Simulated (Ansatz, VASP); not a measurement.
# Two plane-wave programs on CdS

```
Cd S
1.0
     0.00000    2.87852    2.87852
     2.87852    0.00000    2.87852
     2.87852    2.87852    0.00000
Cd S
1 1
Cartesian
  0.0000 0.0000 0.0000
  1.4393 1.4393 1.4393
```

Alike in both runs: functional LDA; k mesh 8 × 8 × 8; occupations gaussian, width 0.02 eV; no spin polarisation.

Ansatz relaxed the structure, and its values are those at the end. VASP's run is a single point on that final structure, the one shown.

|  | VASP | Ansatz |
| --- | --- | --- |
| version | VASP 6.6.1 | Ansatz 0.2.0 |
| potentials or method | VASP PAW LDA potentials, release 64 (Cd, S) | scalar-relativistic, plane waves, PAW |
| plane-wave cutoff (eV) | 520 | 420 |
| valence electrons in the cell | 18 | 26 |

```tsv
	VASP	Ansatz	Ansatz less VASP
gap on the k mesh at the Fermi level (eV)	0.98	0.95	-0.030
least direct gap on the mesh (eV)	0.98	0.95	-0.030
pressure (GPa)	0.5	0.0	-0.55
```

The two sets of potentials don't hold the same shells in valence.

As with any semilocal functional, this LDA gap is likely too small.
